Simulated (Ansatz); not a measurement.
The system is As.

```xyz
1
Lattice="2.7037 0.0000 0.0000 0.0000 2.7037 0.0000 0.0000 0.0000 2.7037" Properties=species:S:1:pos:R:3 pbc="T T T"
As    1.3518    1.3518    1.3518
```

This isn't the form of As at room conditions, which is rhombohedral.

| Property | Result |
| --- | --- |
| Program | Ansatz 0.2.0 |
| Task | single point |
| Functional | PBE |
| Potentials or basis | Ansatz PAW |
| Cutoff | 420 eV (not typed: the program's choice for these potentials) |
| k mesh | 10 × 10 × 10 |
| Occupations | fermi-dirac, width 0.05 eV |
| Spin | no spin polarisation |

On this cell: pressure 2.2 GPa; band gap on the k mesh none (metal or under the smearing width).

The same run follows on a disturbed copy (cell strained at random at fixed volume):

```xyz
1
Lattice="2.7100 -0.0174 -0.0119 -0.0174 2.7297 0.0333 -0.0119 0.0333 2.6722" Properties=species:S:1:pos:R:3 pbc="T T T"
As    1.2979    1.3880    1.3375
```

Problem. What does the disturbed cell give?

Solution. The energy (extrapolated to zero smearing) moves by +4.1 meV/atom; pressure 2.2 GPa; band gap on the k mesh none (metal or under the smearing width).

Stress tensor (GPa, compression positive):
```
 1.80  0.29  0.43
 0.29  0.41 -0.86
 0.43 -0.86  4.43
```
